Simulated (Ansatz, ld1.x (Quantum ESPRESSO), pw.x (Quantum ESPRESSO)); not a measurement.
## Equation-of-state test of one RRKJ potential (beryllium (Be))

| Item | Value |
| --- | --- |
| Element | Be (Z = 4) |
| Generator | ld1.x (Quantum ESPRESSO) 7.5 |
| Type | norm-conserving RRKJ (Kleinman–Bylander form) |
| Functional | PBE |
| Relativity | scalar-relativistic |
| Frozen core | [He] |
| Valence charge | 2 |
| Reference configuration | 2s1.5 2p0.5 |
| Partial waves | 2p (bound): rc 4.20 bohr; 3d channel at 0.2 Ry: rc 3.85 bohr; 2s (bound): rc 1.80 bohr |
| Local potential | the s channel |
| Core correction | Bessel-smoothed model core inside 1.80 bohr |

Atomic tests: cutoffs needed: 10 Ry and 18 Ry (the cutoffs (Ry, on a coarse ladder) from which the occupation-weighted sum of valence levels, in a spherical-Bessel basis at the reference potential, stays within 10 and 1 mRy of its value at 400 Ry); ghost test: no extra level below or beside the all-electron valence levels (p, d, s, f tested) (spherical-Bessel basis up to 400 Ry, 20 bohr box); largest excitation error: -162 meV (all-electron minus pseudo) for 2s0 2p1, out of 6 test configurations.

Crystal test: bcc Be in pw.x 7.5, no spin, 18³ k-points, Fermi–Dirac smearing 0.01 Ry, cutoffs 50/200 Ry. The lattice is a test structure that the element need not adopt, and mesh and smearing are coarse.

pw.x input:

```
&control
  calculation='scf', prefix='x', pseudo_dir='./', outdir='./tmp', tstress=.true., disk_io='none'
/
&system
  ibrav=0, nat=1, ntyp=1, ecutwfc=50, ecutrho=200, nbnd=8,
  occupations='smearing', smearing='fd', degauss=0.01
/
&electrons
  conv_thr=1e-09, mixing_beta=0.4, electron_maxstep=70
/
ATOMIC_SPECIES
Be 1.0 Be.UPF
CELL_PARAMETERS angstrom
  -1.25045317 1.25045317 1.25045317
  1.25045317 -1.25045317 1.25045317
  1.25045317 1.25045317 -1.25045317
ATOMIC_POSITIONS crystal
Be 0.0000 0.0000 0.0000
K_POINTS automatic
18 18 18 0 0 0
```

```bash
pw.x < Be.scf.in > Be.scf.out
```

Q: How does the run end?

A: It converges; the pressure is -67.80 GPa against 0.04 GPa from all-electron LAPW. The largest radius (4.20 bohr) exceeds half the bond length (2.05 bohr), so the spheres overlap, which is one possible source of error among others. This is a poor potential for the solid. The pseudo pressure rises with volume over the whole range, a mechanical instability. The log shows:

```
Message from routine setup:
     using ibrav=0 with symmetry is DISCOURAGED, use correct ibrav instead
     lattice parameter (alat)  =       4.0929  a.u.
     unit-cell volume          =      52.7787 (a.u.)^3
     number of electrons       =         2.00
     number of Kohn-Sham states=            8
     kinetic-energy cutoff     =      50.0000  Ry
     charge density cutoff     =     200.0000  Ry
     scf convergence threshold =      1.0E-09
     Exchange-correlation= PBE
     number of k points=   195  Fermi-Dirac smearing, width (Ry)=  0.0100
     iteration #  1     ecut=    50.00 Ry     beta= 0.40
     total energy              =      -2.36747076 Ry
     estimated scf accuracy    <       0.00437171 Ry
     iteration #  2     ecut=    50.00 Ry     beta= 0.40
     total energy              =      -2.36743393 Ry
     estimated scf accuracy    <       0.00155358 Ry
     iteration #  3     ecut=    50.00 Ry     beta= 0.40
     total energy              =      -2.36743642 Ry
     estimated scf accuracy    <       0.00000014 Ry
     iteration #  4     ecut=    50.00 Ry     beta= 0.40
     total energy              =      -2.36743648 Ry
     estimated scf accuracy    <       0.00000017 Ry
     iteration #  5     ecut=    50.00 Ry     beta= 0.40
     the Fermi energy is     8.1819 ev
!    total energy              =      -2.36743648 Ry
     estimated scf accuracy    <          1.3E-10 Ry
     smearing contrib. (-TS)   =      -0.00049021 Ry
     The total energy is F=E-TS. E is the sum of the following terms:
     one-electron contribution =       1.93999544 Ry
     hartree contribution      =       0.00925468 Ry
     xc contribution           =      -1.23603398 Ry
     ewald contribution        =      -3.08016240 Ry
     convergence has been achieved in   5 iterations
          total   stress  (Ry/bohr**3)                   (kbar)     P=     -678.00
     Message from routine punch:
     Nothing written, as per user request (disk_io='none')
```
